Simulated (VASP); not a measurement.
Sn in VASP 6.6.1, single-point calculation

INCAR

```
NELECT = 29
NBANDS = 21
LREAL = .FALSE.
ISIF = 2
EDIFF = 1E-7
SIGMA = 0.2
PREC = Accurate
GGA = CA
ISMEAR = -5
ENCUT = 520
IBRION = -1
NELM = 73
LCHARG = .FALSE.
NSW = 0
LWAVE = .FALSE.
LASPH = .TRUE.
```

KPOINTS

```
KPOINTS created by Atomic Simulation Environment
0
Gamma
6 6 6
0 0 0
```

POSCAR

```
Sn
 1.0000000000000000
     0.0000000000000000    3.2844597813481733    3.2844597813481733
     3.2844597813481733   -0.0000000000000000    3.2844597813481733
     3.2844597813481733    3.2844597813481733   -0.0000000000000000
 Sn
   2
Cartesian
 -0.0000000000000000 -0.0000000000000000 -0.0000000000000000
  1.6422298906740866  1.6422298906740866  1.6422298906740866
```

The recommended LDA PAW datasets give the neutral cell 28 valence electrons.

Command

```
mpirun -np 1 vasp_std
```

Question: How does this run end, and what does it give?

Answer: It converged. Results: pressure 22.9 GPa.

OSZICAR

```
N       E                     dE             d eps       ncg     rms          rms(c)
DAV:   1     0.241721841080E+03    0.24172E+03   -0.14649E+04   682   0.191E+03
DAV:   2     0.241168085691E+02   -0.21761E+03   -0.21258E+03   677   0.465E+02
DAV:   3    -0.235716883274E+01   -0.26474E+02   -0.26106E+02   767   0.147E+02
DAV:   4    -0.331062669325E+01   -0.95346E+00   -0.95342E+00   772   0.309E+01
DAV:   5    -0.334908728379E+01   -0.38461E-01   -0.38504E-01   993   0.589E+00    0.354E+00
DAV:   6    -0.325857931253E+01    0.90508E-01   -0.22258E-01   755   0.226E+00    0.192E+00
DAV:   7    -0.320821392402E+01    0.50365E-01   -0.63457E-02   806   0.235E+00    0.393E-01
DAV:   8    -0.320697769778E+01    0.12362E-02   -0.59896E-03   883   0.542E-01    0.129E-01
DAV:   9    -0.320698113637E+01   -0.34386E-05   -0.30843E-04   802   0.232E-01    0.287E-02
DAV:  10    -0.320696425709E+01    0.16879E-04   -0.17659E-05   842   0.476E-02    0.707E-03
DAV:  11    -0.320696249452E+01    0.17626E-05   -0.40073E-06   879   0.276E-02    0.142E-03
DAV:  12    -0.320696330683E+01   -0.81231E-06   -0.64516E-07   866   0.105E-02    0.570E-04
DAV:  13    -0.320696390828E+01   -0.60144E-06   -0.57332E-08   456   0.169E-03    0.154E-04
DAV:  14    -0.320696377196E+01    0.13632E-06   -0.16607E-08   396   0.193E-03    0.868E-05
DAV:  15    -0.320696372177E+01    0.50191E-07   -0.34776E-09   411   0.653E-04
   1 F= -.32069637E+01 E0= -.32069637E+01  d E =0.000000E+00
```

The cell is charged and sits in a uniform background.

For comparison, a separate LDA run of the intended cell, on usual settings and not on those above, gives a gap of -0.26 eV on its mesh and a pressure of -1.8 GPa.
